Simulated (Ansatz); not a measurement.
Runs of Ansatz 0.2.0 on Ag. It takes space group Fm-3m (No. 225, cubic). The conventional cell has a = 4.085 Å, b = 4.085 Å, c = 4.085 Å, α = 90.00°, β = 90.00°, γ = 90.00°. Around Ag (site symmetry m-3m) lie 12 Ag at 2.89 Å. 

| level | cutoff (eV) | gap on the mesh (eV) | pressure (GPa) |
| --- | --- | --- | --- |
| PBEsol | 420 | none | -1.8 |
| RPBE | 420 | none | 9.6 |
| PBE0 | 420 | none | 4.6 |
| r2SCAN0 | 500 | none | (b) |
| BLYP | 420 | none | 13.0 |
| revPBE | 420 | none | 8.4 |
| PBE | 420 | none | (a) |
| r2SCAN | 500 | none | (c) |

Alike in all rows: task projected density of states; potentials or basis Ansatz PAW; no spin polarisation; cell as given; k mesh 6 × 6 × 6; smearing fermi-dirac 0.05 eV; the mesh is coarse, so values aren't converged.

Q: Fill in the values left out.

A: (a) 5.5; (b) 3.0; (c) 2.3.

Caveats: all runs use coarse meshes; the PAW data sets come from PBE, with cores solved anew for the run's functional, which leaves a small shift of forces and pressure (some runs); the thresholds are loose for stress (some runs).

A k mesh can miss the band edges, and the runs leave out spin-orbit coupling on Ag.

A gap of «none» marks a metal or a gap under the smearing width.
